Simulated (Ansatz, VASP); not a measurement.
**Si in VASP and in Ansatz**

```
Si
1.0
     0.00000    2.70083    2.70083
     2.70083    0.00000    2.70083
     2.70083    2.70083    0.00000
Si
2
Direct
  0.50000 0.50000 0.50000
  0.75000 0.75000 0.75000
```

Alike in both runs: functional LDA; k mesh 12 × 12 × 12; no spin polarisation.

Ansatz relaxed the structure, and its values are those at the end. VASP's run is a single point on that final structure, the one shown.

```csv
,VASP,Ansatz
version,VASP 6.6.1,Ansatz 0.2.0
potentials or method,"VASP PAW LDA potentials, release 64 (Si)","scalar-relativistic, plane waves, PAW"
plane-wave cutoff (eV),520,420
occupations,"gaussian, width 0.01 eV",fixed
valence electrons in the cell,8,8
```

```csv
,VASP,Ansatz,Ansatz less VASP
gap on the k mesh at the Fermi level (eV),0.44,0.44,+0.003
least direct gap on the mesh (eV),2.53,2.53,+0.002
pressure (GPa),0.1,0.0,-0.06
```

Ansatz warned: «pseudo_functional_mismatch».
